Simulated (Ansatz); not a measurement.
# C: the cost of one run

Method: DFT PBE, scalar-relativistic, plane waves, PAW, in Ansatz 0.2.0.

A COD entry behind a cell of this session may itself be a prediction, so a difference from it is no test against experiment.

10 further runs of the same task are left out: 10 set aside as unsound or not needed.

### 1 The starting structure

It takes space group P6_3/mmc (No. 194, hexagonal). The conventional cell has a = 2.512 Å, b = 2.512 Å, c = 4.180 Å, α = 90.00°, β = 90.00°, γ = 120.00°. C (site symmetry 3m) has 4 C at 1.54 to 1.57 Å as nearest neighbours.

As a file:

```cif
data_structure
_symmetry_space_group_name_H-M 'P 1'
_symmetry_Int_Tables_number 1
_cell_length_a 2.5116
_cell_length_b 2.5116
_cell_length_c 4.1803
_cell_angle_alpha 90.000
_cell_angle_beta 90.000
_cell_angle_gamma 120.000
_cell_volume 22.84
loop_
_atom_site_label
_atom_site_type_symbol
_atom_site_fract_x
_atom_site_fract_y
_atom_site_fract_z
_atom_site_occupancy
C1 C 0.33333 0.66667 0.06273 1
C2 C 0.66667 0.33333 0.56273 1
C3 C 0.33333 0.66667 0.43727 1
C4 C 0.66667 0.33333 0.93727 1
```

This cell was relaxed beforehand with the same method: volume 5.71 Å³/atom, gap on the mesh 3.36 eV.

### 2 What is varied

The energy is mapped over two normal modes frozen in (zone-centre modes of the cell shown).

The axes are (1) amplitude of mode 4 (527 cm⁻¹), largest displacement: 9 values from −0.060 Å; (2) amplitude of mode 10 (1264 cm⁻¹), largest displacement: 9 values from −0.060 Å.

Nothing else is relaxed (the cell and all other modes fixed). Energies count from the relaxed high-symmetry cell. Points are written as (first, second).

The modes come from a phonon run on the reference cell, made beforehand.

Displacement patterns for an amplitude of 1 (Å):

```tsv
atom	x1	y1	z1	x2	y2	z2
C1	1.000	0.000	0.000	0.000	0.000	1.000
C2	-1.000	0.000	0.000	0.000	0.000	1.000
C3	-1.000	0.000	0.000	0.000	0.000	-1.000
C4	1.000	0.000	0.000	0.000	0.000	-1.000
```

### 3 Point (0.000 Å, −0.060 Å)

Input file input.yaml:

```yaml
crystal:
  lattice:
    - [2.5116408682, 0.0, 0.0]
    - [-1.2558204341, 2.175144797, 0.0]
    - [0.0, 0.0, 4.1802948982]
  atoms:
    - { symbol: C, position: [0.3333333333, 0.6666666667, 0.0483783529] }
    - { symbol: C, position: [0.6666666667, 0.3333333333, 0.5483783529] }
    - { symbol: C, position: [0.3333333333, 0.6666666667, 0.4516216471] }
    - { symbol: C, position: [0.6666666667, 0.3333333333, 0.9516216471] }
basis:
  ecutwfc: 520.0
kpoints:
  mp_grid: { grid: [12, 12, 6] }
hamiltonian:
  xc: pbe
  pseudopotentials: { kind: paw, azcp: { folder: soft_1 } }
scf:
  occupations: { method: gaussian, width: 0.05 }
output:
  forces: true
  stress: true
  eigenvalues: true
```

Launch:

```sh
ansatz run input.yaml --threads 1 --pin off --max-ram 2048MiB --backend cpu --events-out ev --progress --plain --runs-dir out
```

Q: Estimate wall time and peak memory on 1 thread of Arm Neoverse N1, shared host.

About 3 s, with a peak of 0.28 GiB.
